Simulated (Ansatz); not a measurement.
# TiO2 (Anatase) (I4_1/amd) in Ansatz: further runs, part 2 of 2

Ansatz 0.2.0. Earlier steps stand in the parts before.

### Step 3. Single point, BLYP, 10.67 Å³/atom (volume scaled by 0.94)

input.yaml

```yaml
crystal:
  lattice:
    - [-1.8534748763, 1.8534748763, 4.660184995]
    - [1.8534748763, -1.8534748763, 4.660184995]
    - [1.8534748763, 1.8534748763, -4.660184995]
  atoms:
    - { symbol: Ti, position: [0.75, 0.25, 0.5] }
    - { symbol: Ti, position: [0.0, 0.0, 0.0] }
    - { symbol: O, position: [0.7919, 0.7919, 0.0] }
    - { symbol: O, position: [0.5419, 0.0419, 0.5] }
    - { symbol: O, position: [0.9581, 0.4581, 0.5] }
    - { symbol: O, position: [0.2081, 0.2081, 0.0] }
hamiltonian:
  xc: blyp
  pseudopotentials: { kind: paw }
kpoints:
  mp_grid: { grid: [10, 10, 10] }
scf:
  occupations: { method: fermi_dirac, width: 0.05 }
output:
  forces: true
  stress: true
  eigenvalues: true
```

Potentials or basis: Ansatz PAW.

The run is started by

```
$ ansatz run input.yaml --threads 2 --pin off --max-ram 5120MiB --backend cpu --events-out ev --progress --plain --runs-dir out
```

What it wrote:

```text
Warning: RAYON_NUM_THREADS=2 ignored (pool sized by the plan → 2); use --threads N
basis.fft_grid_basis auto: the FFT boxes are laid along the combinations [[1, 0, 1], [0, 1, 1], [0, 0, 1]] of the cell's own vectors, 3.707, 3.707 and 5.347 Å long. The dense box has 25×25×36 points. Along the cell's own vectors, as sized, it would have 36×36×36, 2.07 times as many. Of the 16 symmetry operations that the crystal satisfies within crystal.symmetry.tolerance (time reversal apart; of a slab, those that keep its plane) the dense box along the cell's own vectors carries 16, and the one as laid loses 14 of those. basis.fft_grid_basis: typed keeps the cell's own vectors: state it where this run's energies or levels are differenced outside the engine with another run's, or held beside a run that keeps those vectors.
Engine: ansatz 0.2.0, aarch64-unknown-linux-gnu
Pseudopotentials: kind: paw
Pseudopotential: Ti, paw, valence charge 12, recommended cutoff 420 eV (normal), Ti.paw.azcp
Pseudopotential: O, paw, valence charge 6, recommended cutoff 420 eV (normal), O.paw.azcp
Functional definition: BLYP
  parameter beta = 0.0042
  parameter a = 0.04918
  parameter b = 0.132
  parameter c = 0.2533
  parameter d = 0.349
  exchange = b88_x(beta = beta)
  correlation = lyp_c(a = a, b = b, c = c, d = d)
Crystal: 6 atoms, lattice volume = 64.038 Å³
Basis set: ecut = 420 eV, 1243 PW (Γ), FFT grids on a1+a3, a2+a3, a3, exchange–correlation on 50×50×72 points (8 copies of the dense FFT grid, shifted against one another)
Bands: 30, of which v1, the nominal top of the filled ones, is band 24 counted from 1 (23 counted from 0)
Symmetry: 16 space group operations
Space group: I41/amd (ITA 141), of the structure as read, at distance tolerance 4.0e-5 Å
k-points: 102 of 1000
Non-local potential: Ti, projectors of the file, l = 0: 3, l = 1: 2, l = 2: 3, l = 3: 1
Non-local potential: O, projectors of the file, l = 0: 2, l = 1: 2, l = 2: 1
PAW form: soft (Blöchl's): semilocal exchange-correlation on the pseudo side does not see the compensation charge
PAW frozen core: Ti, regenerated for the run's functional, and the local potential with it (the file was generated under x = pbe(κ = 0.804, μ = 0.2195149727645171), c = pbe(β = 0.06672455060314922))
PAW frozen core: O, regenerated for the run's functional, and the local potential with it (the file was generated under x = pbe(κ = 0.804, μ = 0.2195149727645171), c = pbe(β = 0.06672455060314922))
PAW one-centre angular grid: Ti, 590 points (default); XC on 64 Gauss nodes
PAW one-centre angular grid: O, 110 points (default); XC on 64 Gauss nodes
Initial density: superposition of atomic densities (neutral atoms: chi_scale 0, normalization atom), corrected by the library's trained network
Initial wavefunctions: pseudopotential atomic-orbital guess
Functional: x = b88, c = lyp
SCF iter   1: F=—  HF=-7297.961732 eV  |F-HF|=—  |Δ(HF+E_count)|=         —  Δρ=2.26e-2  dr2=2.31e-1  ethr=1.77e-3  ⟨swp⟩=5.5  Hψ=12540  notcnv=0
preconditioner: auto → none  [insulator: Δε(μ)=2.496 eV  Ē_g=10.151 eV  σ=0.050 eV  W_gap=1.00  n_scr=14 (ndim 8)  ℏωp=26.2 eV  f_vac=0.092  D(μ)=0.00/eV (n_scr^D=0)  ε∞_Penn≈7.7]
SCF iter   2: F=—  HF=-7297.976537 eV  |F-HF|=—  |Δ(HF+E_count)|=   1.48e-2  Δρ=2.40e-2  dr2=3.67e-1  ethr=4.81e-4  ⟨swp⟩=2.0  Hψ=5945  notcnv=0  defer=168
SCF iter   3: F=—  HF=-7297.907796 eV  |F-HF|=—  |Δ(HF+E_count)|=   6.87e-2  Δρ=2.86e-3  dr2=3.37e-3  ethr=4.81e-4  ⟨swp⟩=2.0  Hψ=4560  notcnv=0  defer=168
SCF iter   4: F=—  HF=-7297.907684 eV  |F-HF|=—  |Δ(HF+E_count)|=   1.12e-4  Δρ=8.65e-4  dr2=1.35e-4  ethr=7.03e-6  ⟨swp⟩=2.0  Hψ=5607  notcnv=0  defer=66
automatic band count: iteration 4 solves 29 bands in place of 30: the levels show a gap, and the empty bands left out lie too high to hold charge; the band table lists the bands solved (type scf.n_extra_bands for more)
SCF iter   5: F=—  HF=-7297.907809 eV  |F-HF|=—  |Δ(HF+E_count)|=   1.25e-4  Δρ=9.62e-5  dr2=1.93e-6  ethr=2.80e-7  ⟨swp⟩=2.9  Hψ=5882  notcnv=0  defer=66
SCF iter   6: F=—  HF=-7297.907727 eV  |F-HF|=—  |Δ(HF+E_count)|=   8.19e-5  Δρ=3.99e-5  dr2=3.29e-7  ethr=4.02e-9  ⟨swp⟩=2.0  Hψ=5385  notcnv=0  defer=66
SCF iter   7: F=-7297.907727 eV  HF=-7297.907727 eV  |F-HF|=3.66e-10  |Δ(HF+E_count)|=   1.54e-7  Δρ=4.88e-6  dr2=6.42e-9  ethr=2.08e-10  ⟨swp⟩=7.5  Hψ=11673  notcnv=0
SCF 1 converged in 7 iterations: F = -7297.907727 eV  dr2 = 6.42e-9
SCF converged after 7 iterations
Free energy (F): -7297.907727 eV
Harris-Foulkes:  -7297.907727 eV  (|F-HF|=3.66e-10)
Internal energy: -7297.907727 eV  (E = F + TS)
E sigma→0 (E₀):  -7297.907727 eV
Fermi energy:    9.629473 eV
--- Per-component energies (eV) ---
  E_band       = -400.537894
  E_kinetic    = 1260.201184
  E_local      = -3488.519159  (includes V_loc(G=0)·N_el)
  E_nonlocal   = 200.657992
  E_hartree    = 1362.743676
  E_xc         = -489.198658
  E_vxc        = -618.427444  (∫ρ·V_xc dr)
  E_paw        = -2752.420262  (= ΣΔE_a)
  E_vpaw       = -479.947742  (= ΣTr[D̂ρ^β])
  E_aug_tail   = 0.010405  (compensation charges beyond the density's cutoff)
  E_ewald      = -3391.427790
  E_core_change = 0.044886  (= ΣΔE_core)
  E_smearing   = -0.000000  (= −TS)
  E_closure    = -0.000000  (closes the sum)
  Σ components = -7297.907727   (vs F -7297.907727, Δ=0.00e0)
--- Forces (eV/Å), atoms counted from 1 ---
  atom   1  Ti     0.00000000     0.00000000     0.00000000
  atom   2  Ti     0.00000000     0.00000000     0.00000000
  atom   3  O      0.00000000    -0.00000000    -0.60081117
  atom   4  O      0.00000000     0.00000000    -0.60081117
  atom   5  O     -0.00000000    -0.00000000     0.60081117
  atom   6  O      0.00000000     0.00000000     0.60081117
  max |Σ_I F_I| component: 2.22e-16 eV/Å
--- Stress (GPa, compression-positive) ---
       25.826280       0.000000      -0.000000
        0.000000      25.826280      -0.000000
       -0.000000      -0.000000      28.943053
  P = ⅓ Tr σ = 26.8652 GPa (268.652 kbar)
--- Band table (eV; the first three rows and the last of 102) ---
  k-point 0: bands = ["-47.5900", "-47.5084", "-24.2262", "-23.9246", "-23.9246", "-23.8350", "-23.8350", "-23.7264", "-9.3526", "-8.3070", "-8.0579", "-7.7624", "4.2873", "4.5644", "4.5644", "4.9200", "6.2673", "6.2673", "6.3755", "7.6663", "7.7445", "7.7445", "7.9202", "7.9202", "10.7113", "11.5218", "12.7767", "12.7769", "12.7769"]
  k-point 1: bands = ["-47.5875", "-47.5099", "-24.2251", "-23.9488", "-23.9327", "-23.8484", "-23.8350", "-23.7213", "-9.2441", "-8.2359", "-8.0087", "-7.7227", "4.2614", "4.3436", "4.4311", "4.9196", "6.0553", "6.3836", "6.4839", "7.4130", "7.4819", "7.5349", "7.6850", "8.0711", "11.1700", "11.5895", "12.3327", "12.5722", "12.6233"]
  k-point 2: bands = ["-47.5803", "-47.5143", "-24.2221", "-24.0064", "-23.9530", "-23.8835", "-23.8321", "-23.7163", "-8.9453", "-8.0542", "-7.8744", "-7.6193", "3.9345", "4.1357", "4.1800", "4.9927", "5.6178", "6.2302", "6.3319", "6.6621", "6.9205", "7.2741", "7.8380", "8.1703", "11.6374", "11.8785", "12.0095", "12.4023", "12.4639"]
  k-point 101: bands = ["-47.5494", "-47.5494", "-23.9816", "-23.9816", "-23.9549", "-23.9549", "-23.8042", "-23.8042", "-8.6883", "-8.6883", "-8.0795", "-8.0795", "4.5961", "4.5961", "4.6642", "4.6642", "6.2651", "6.2651", "7.0785", "7.0785", "7.1845", "7.1845", "8.3481", "8.3481", "11.1014", "11.1014", "12.5307", "12.5307", "13.0341"]
```

Run time: 5.5 s. Hardware: 2 threads of Arm Neoverse V1, shared host; peak memory 0.43 GiB.

Results:

- Free energy: -7297.9077 eV
- Pressure: 26.9 GPa
- Largest force: 0.601 eV/Å
- Band gap on the k mesh: 2.28 eV, indirect (least direct gap 2.60 eV)

Caveat: the pressure holds a Pulay correction of +0.9 GPa for the finite cutoff; the PAW data sets come from PBE, with cores solved anew for the run's functional, which leaves a small shift of forces and pressure.

### Step 4. Single point, BLYP, 10.90 Å³/atom (volume scaled by 0.96)

Changes to input.yaml since step 3:

```diff
@@ -2,5 +2,5 @@
   lattice:
-    - [-1.8534748763, 1.8534748763, 4.660184995]
-    - [1.8534748763, -1.8534748763, 4.660184995]
-    - [1.8534748763, 1.8534748763, -4.660184995]
+    - [-1.8665279463, 1.8665279463, 4.6930042805]
+    - [1.8665279463, -1.8665279463, 4.6930042805]
+    - [1.8665279463, 1.8665279463, -4.6930042805]
   atoms:
```

The run is started by

```
$ ansatz run input.yaml --threads 2 --pin off --max-ram 5120MiB --backend cpu --events-out ev --progress --plain --runs-dir out
```

Run time: 5.6 s. Hardware: 2 threads of Arm Neoverse V1, shared host; peak memory 0.43 GiB.

Results (log left out):

```
Free energy            : -7298.1095 eV
Pressure               : 20.7 GPa
Largest force          : 0.454 eV/Å
Band gap on the k mesh : 2.23 eV, indirect (least direct gap 2.56 eV)
```

Caveat: the pressure holds a Pulay correction of +0.9 GPa for the finite cutoff; the PAW data sets come from PBE, with cores solved anew for the run's functional, which leaves a small shift of forces and pressure.

### Step 5. Single point, BLYP, 11.13 Å³/atom (volume scaled by 0.98)

Changes to input.yaml since step 4:

```diff
@@ -2,5 +2,5 @@
   lattice:
-    - [-1.8665279463, 1.8665279463, 4.6930042805]
-    - [1.8665279463, -1.8665279463, 4.6930042805]
-    - [1.8665279463, 1.8665279463, -4.6930042805]
+    - [-1.8794009597, 1.8794009597, 4.72537085]
+    - [1.8794009597, -1.8794009597, 4.72537085]
+    - [1.8794009597, 1.8794009597, -4.72537085]
   atoms:
```

The run is started by

```
$ ansatz run input.yaml --threads 2 --pin off --max-ram 5120MiB --backend cpu --events-out ev --progress --plain --runs-dir out
```

Run time: 5.8 s. Hardware: 2 threads of Arm Neoverse V1, shared host; peak memory 0.43 GiB.

The run converged. Its results:

| Property | Result |
| --- | --- |
| Free energy | -7298.2619 eV |
| Pressure | 15.2 GPa |
| Largest force | 0.317 eV/Å |
| Band gap on the k mesh | 2.18 eV, indirect (least direct gap 2.51 eV) |

Caveat: the pressure holds a Pulay correction of +0.9 GPa for the finite cutoff; the PAW data sets come from PBE, with cores solved anew for the run's functional, which leaves a small shift of forces and pressure.

### Step 6. Single point, BLYP, 11.35 Å³/atom

Changes to input.yaml since step 5:

```diff
@@ -2,5 +2,5 @@
   lattice:
-    - [-1.8794009597, 1.8794009597, 4.72537085]
-    - [1.8794009597, -1.8794009597, 4.72537085]
-    - [1.8794009597, 1.8794009597, -4.72537085]
+    - [-1.8921, 1.8921, 4.7573]
+    - [1.8921, -1.8921, 4.7573]
+    - [1.8921, 1.8921, -4.7573]
   atoms:
```

Potentials or basis: Ansatz PAW.

The run is started by

```
$ ansatz run input.yaml --threads 2 --pin off --max-ram 5120MiB --backend cpu --events-out ev --progress --plain --runs-dir out
```

Run time: 6 s. Hardware: 2 threads of Arm Neoverse V1, shared host; peak memory 0.44 GiB.

It converged, with:

| Quantity | Value |
| --- | --- |
| Free energy | -7298.3692 eV |
| Pressure | 10.2 GPa |
| Largest force | 0.190 eV/Å |
| Band gap on the k mesh | 2.13 eV, indirect (least direct gap 2.46 eV) |

Caveat: the pressure holds a Pulay correction of +0.9 GPa for the finite cutoff; the PAW data sets come from PBE, with cores solved anew for the run's functional, which leaves a small shift of forces and pressure.

### Step 7. Single point, BLYP, 11.58 Å³/atom (volume scaled by 1.02)

Changes to input.yaml since step 6:

```diff
@@ -2,5 +2,5 @@
   lattice:
-    - [-1.8921, 1.8921, 4.7573]
-    - [1.8921, -1.8921, 4.7573]
-    - [1.8921, 1.8921, -4.7573]
+    - [-1.9046308288, 1.9046308288, 4.7888062162]
+    - [1.9046308288, -1.9046308288, 4.7888062162]
+    - [1.9046308288, 1.9046308288, -4.7888062162]
   atoms:
```

The run is started by

```
$ ansatz run input.yaml --threads 2 --pin off --max-ram 5120MiB --backend cpu --events-out ev --progress --plain --runs-dir out
```

Run time: 6.3 s. Hardware: 2 threads of Arm Neoverse V1, shared host; peak memory 0.44 GiB.

The run converged. Its results:

```
Free energy            : -7298.4359 eV
Pressure               : 5.6 GPa
Largest force          : 0.072 eV/Å
Band gap on the k mesh : 2.09 eV, indirect (least direct gap 2.42 eV)
```

Caveat: the pressure holds a Pulay correction of +0.8 GPa for the finite cutoff; the PAW data sets come from PBE, with cores solved anew for the run's functional, which leaves a small shift of forces and pressure.

### Step 8. Single point, BLYP, 11.81 Å³/atom (volume scaled by 1.04)

Changes to input.yaml since step 7:

```diff
@@ -2,5 +2,5 @@
   lattice:
-    - [-1.9046308288, 1.9046308288, 4.7888062162]
-    - [1.9046308288, -1.9046308288, 4.7888062162]
-    - [1.9046308288, 1.9046308288, -4.7888062162]
+    - [-1.916998908, 1.916998908, 4.8199032318]
+    - [1.916998908, -1.916998908, 4.8199032318]
+    - [1.916998908, 1.916998908, -4.8199032318]
   atoms:
```

The run is started by

```
$ ansatz run input.yaml --threads 2 --pin off --max-ram 5120MiB --backend cpu --events-out ev --progress --plain --runs-dir out
```

It took 6.6 s on 2 threads of Arm Neoverse V1, shared host; peak memory 0.44 GiB.

The run converged. Its results:

```yaml
Free_energy: -7298.4660 eV
Pressure: 1.5 GPa
Largest_force: 0.038 eV/Å
Band_gap_on_the_k_mesh: 2.04 eV, indirect (least direct gap 2.37 eV)
```

Caveat: the pressure holds a Pulay correction of +0.8 GPa for the finite cutoff; the PAW data sets come from PBE, with cores solved anew for the run's functional, which leaves a small shift of forces and pressure.

### Step 9. Single point, BLYP, 12.04 Å³/atom (volume scaled by 1.06)

Changes to input.yaml since step 8:

```diff
@@ -2,5 +2,5 @@
   lattice:
-    - [-1.916998908, 1.916998908, 4.8199032318]
-    - [1.916998908, -1.916998908, 4.8199032318]
-    - [1.916998908, 1.916998908, -4.8199032318]
+    - [-1.9292094213, 1.9292094213, 4.8506040801]
+    - [1.9292094213, -1.9292094213, 4.8506040801]
+    - [1.9292094213, 1.9292094213, -4.8506040801]
   atoms:
```

Potentials or basis: Ansatz PAW.

The run is started by

```
$ ansatz run input.yaml --threads 2 --pin off --max-ram 5120MiB --backend cpu --events-out ev --progress --plain --runs-dir out
```

Wall time 6.5 s (2 threads of Arm Neoverse V1, shared host); peak memory 0.45 GiB.

It converged, with:

| Property | Result |
| --- | --- |
| Free energy | -7298.4629 eV |
| Pressure | -2.2 GPa |
| Largest force | 0.140 eV/Å |
| Band gap on the k mesh | 1.99 eV, indirect (least direct gap 2.32 eV) |

Caveat: the pressure holds a Pulay correction of +0.8 GPa for the finite cutoff; the PAW data sets come from PBE, with cores solved anew for the run's functional, which leaves a small shift of forces and pressure.

### Step 10. Equation of state, BLYP

This step only gathers the single runs of the series.

Results:

```
Equilibrium volume                        : 11.90 Å³/atom
Bulk modulus at fixed shape and positions : 197 GPa
Pressure derivative of the bulk modulus   : 4.2
```

Energy against volume, from the lowest point:
```csv
volume (Å³/atom),energy (meV/atom)
10.673,93.04
10.900,59.42
11.127,34.02
11.354,16.14
11.581,5.01
11.808,0.00
12.035,0.52
```

Caveat: the potentials were made for another functional, which shifts forces and pressure; the cell was scaled at fixed shape and fractional positions, which overstates the stiffness of a crystal with free parameters, most of all of layers and chains.
